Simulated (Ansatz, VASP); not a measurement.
## C in VASP and in Ansatz

```xyz
2
Lattice="1.2376 0.7145 3.6274 -1.2376 0.7145 3.6274 0.0000 -1.4291 3.6274" Properties=species:S:1:pos:R:3 pbc="T T T"
C     0.0000    0.0000    9.0685
C     0.0000    0.0000    1.8136
```

Change from the starting cell: volume scaled by 1.020, atoms relaxed by PAW.

Alike in both runs: functional PBEsol; k mesh 10 × 10 × 10; no spin polarisation.

Ansatz relaxed the structure, and its values are those at the end. VASP's run is a single point on that final structure, the one shown.

|  | VASP | Ansatz |
| --- | --- | --- |
| version | VASP 6.6.1 | Ansatz 0.2.0 |
| potentials or method | VASP PAW PBE potentials, release 64 (C) | PAW with Ansatz's default frozen-core files, scalar-relativistic |
| plane-wave cutoff (eV) | 520 | 420 |
| occupations | gaussian, width 0.01 eV | fixed |
| valence electrons in the cell | 8 | 8 |

```tsv
	VASP	Ansatz	Ansatz less VASP
pressure (GPa)	-4.4	-5.0	-0.61
```

Ansatz warned: «stress_scf_threshold_loose».

Caveats: the PAW data sets were made with another functional, which shifts forces and pressure a little (VASP).
